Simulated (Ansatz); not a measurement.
SrO (rocksalt), 2 atoms and 16 valence electrons in a cell of about 34 Å³, was run 8 times in the PAW code Ansatz, each time on 2 threads of Arm Neoverse V2, on a shared host.

| run | k mesh | irreducible k | cutoff (eV) | plane waves | bands | SCF iterations | wall time | peak host memory (GiB) |
| --- | --- | --- | --- | --- | --- | --- | --- | --- |
| relaxation, PBE | 8×8×8 | 29 | 420 | 701 | 12 | 44 | 3.3 s | 0.28 |
| relaxation, r2SCAN | 8×8×8 | 29 | 500 | 893 | 12 | 29 | 5.6 s | 0.36 |
| bands, PBE | 8×8×8 | 29 | 420 | 645 | 12 | 7 | 1.2 s | 0.26 |
| single point, r2SCAN | 8×8×8 | 29 | 500 | 893 | 12 | 7 | 1.8 s | 0.35 |
| single point, HSE06 | 6×6×6 | 16 | 420 | 645 | 12 | 12 | 21 s | 0.81 |
| single point, PBE+SOC | 8×8×8 | 29 | 420 | 645 | 24 | 8 | 3 s | 0.35 |
| field response, r2SCAN | 8×8×8 | 59 | 500 | 893 | 12 | 9 | 9.4 s | 0.56 |
| single point, PBE0 | 6×6×6 | 16 | 420 | 645 | 12 | 11 | 20 s | 0.81 |

The slowest run (single point, HSE06) took about 16 times as long as the quickest (bands, PBE).

Only the levels marked +SOC include spin-orbit coupling.
